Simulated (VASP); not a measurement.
Crystal: Al.

```
CELL_PARAMETERS angstrom
0.00000 2.02481 2.02481
2.02481 0.00000 2.02481
2.02481 2.02481 0.00000
ATOMIC_POSITIONS crystal
Al 0.00000 0.00000 0.00000
```

Base run:

| Item | Value |
| --- | --- |
| Program | VASP 6.6.1 |
| Functional | PBE |
| Potentials or basis | VASP PAW PBE potentials, release 64 (Al) |
| Cutoff | 520 eV |
| k mesh | 11 × 11 × 11 |
| Occupations | fermi-dirac, width 0.05 eV |
| Spin | no spin polarisation |

Its results: pressure -0.5 GPa.

Task: After a change of settings the same cell gave: pressure 0.0 GPa. Which change was it?
A. functional from PBE to LDA; potentials or basis from VASP PAW PBE potentials, release 64 (Al) to VASP PAW LDA potentials, release 64 (Al)
B. functional from PBE to TPSS
C. functional from PBE to SCAN; further incar settings from ALGO = Normal; EDIFF = 1e-07 to ALGO = Normal; EDIFF = 1e-06; NBANDS = 8
D. functional from PBE to PW91

Result: D.

Caveats: the PAW data sets were made with another functional, which shifts forces and pressure a little (some runs).

Not every run made on this cell is shown here.
